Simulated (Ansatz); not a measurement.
# GaSe: Field gradients at the nuclei

The cell is a COD entry whose atoms were relaxed with PBE, the cell held.

Space group P6_3/mmc (No. 194); a = 3.7500, c = 15.9200 Å, γ = 120.00°.

| site | Wyckoff | site symmetry | x | y | z |
| --- | --- | --- | --- | --- | --- |
| Ga | 4f | 3m. | 0.3333 | 0.6667 | 0.9277 |
| Se | 4f | 3m. | 0.3333 | 0.6667 | 0.1564 |

One atom of each set is listed.

Method: Kohn–Sham DFT in Ansatz, PBE, plane waves and PAW, with spin–orbit coupling, 420 eV cutoff, Γ-centred 14×14×3 k-points, Fermi–Dirac smearing 0.05 eV.

V_zz is the principal component of the electric field gradient with the largest magnitude, η = (V_xx − V_yy)/V_zz and C_Q = eQV_zz/h.

⁷¹Ga: I = 3/2, Q = 107.0 mb. Nuclear quadrupole moments: year-2017 set (Pyykkö).

(1) Give the quadrupolar parameters of the distinct sites.

## Answers

(1) 

```tsv
site	atoms	first shell	V_xx, V_yy, V_zz (10²¹ V/m²)	η	C_Q (MHz)
Ga	4	3 Se at 2.55 Å	-0.025, -0.025, 0.051	0.00	0.131
Se	4	3 Ga at 2.55 Å	-8.25, -8.25, 16.50	0.00	–
```

An axis of threefold or higher order runs through Ga and Se, so V_zz lies along it and η is zero.

Se has no stable isotope with a ground-state quadrupole moment in the table, so no C_Q is given.

With no gap above 0.1 eV, as in a metal, the gradients converge slowly in k; expect changes of a tenth or more on a denser mesh.
